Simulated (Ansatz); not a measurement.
**AlN: band structure with PBE**

**Experimental background.**

From “Self-assembly of well-separated AlN nanowires directly on sputtered metallic TiN films”, 2019, arxiv:1910.07391, for a bulk crystal of AlN at 10 K: band gap 6.034 eV (an exciton energy, a little under the gap).

AlN:

```
CELL_PARAMETERS angstrom
3.11300 0.00000 0.00000
-1.55650 2.69594 0.00000
0.00000 0.00000 4.98100
ATOMIC_POSITIONS crystal
Al 0.66667 0.33333 0.50000
Al 0.33333 0.66667 0.00000
N 0.66667 0.33333 0.88000
N 0.33333 0.66667 0.38000
```

```json
{
 "Program": "Ansatz 0.2.0",
 "Task": "band structure",
 "Functional": "PBE",
 "Potentials or basis": "Ansatz PAW",
 "Cutoff": "420 eV (not typed: the program's choice for these potentials)",
 "k mesh": "10 × 10 × 6",
 "Occupations": "fermi-dirac, width 0.05 eV",
 "Spin": "no spin polarisation",
 "Path": "[[\"G\", \"M\", \"K\", \"G\", \"A\", \"L\", \"H\", \"A\"], [\"L\", \"M\"], [\"K\", \"H\"]]",
 "Points for each segment of the path": "14"
}
```

```json
{
 "Pressure": "3.7 GPa",
 "Largest force": "0.129 eV/Å",
 "Band gap on the k mesh": "4.21 eV, direct",
 "Band gap along the path": "4.21 eV, direct"
}
```

Forces on the atoms (eV/Å):
```
Al   0.000  0.000 -0.129
Al   0.000  0.000 -0.129
N    0.000  0.000  0.129
N    0.000  0.000  0.129
```

Stress tensor (GPa, compression positive):
```
3.19 0.00 0.00
0.00 3.19 0.00
0.00 0.00 4.78
```

Levels at the corners of the path, in eV from the valence-band top:
```tsv
point	band 6	band 7	band 8	band 9	band 10	band 11
Γ	-0.18	-0.18	0.00	4.21	6.67	10.61
M	-2.05	-1.76	-0.66	5.82	5.84	8.20
K	-2.41	-2.37	-2.37	5.07	8.37	9.69
Γ	-0.18	-0.18	0.00	4.21	6.67	10.61
A	-0.51	-0.51	-0.51	6.47	6.47	10.35
L	-1.43	-1.35	-1.35	5.33	5.33	9.30
H	-3.82	-0.78	-0.78	7.43	7.43	7.87
A	-0.51	-0.51	-0.51	6.47	6.47	10.35
L	-1.43	-1.35	-1.35	5.33	5.33	9.30
M	-2.05	-1.76	-0.66	5.82	5.84	8.20
K	-2.41	-2.37	-2.37	5.07	8.37	9.69
H	-3.82	-0.78	-0.78	7.43	7.43	7.87
```

Wall time 3.4 s on 2 threads of Arm Neoverse V2, on a shared host, peak memory 0.32 GiB.

A measured gap of AlN is 6.034 eV (an exciton energy, a little under the gap; 10 K; quoted in “Self-assembly of well-separated AlN nanowires directly on sputtered metallic TiN films”, 2019, arxiv:1910.07391); the calculated 4.21 eV misses it by -1.82 eV. 2 values of this kind are on record (6.034 to 6.0343 eV); this one was drawn at random. The value is that of PBE, without temperature or zero-point motion. Semilocal functionals fall short of measured gaps as a rule.

Caveat: the pressure holds a Pulay correction of +0.5 GPa for the finite cutoff.
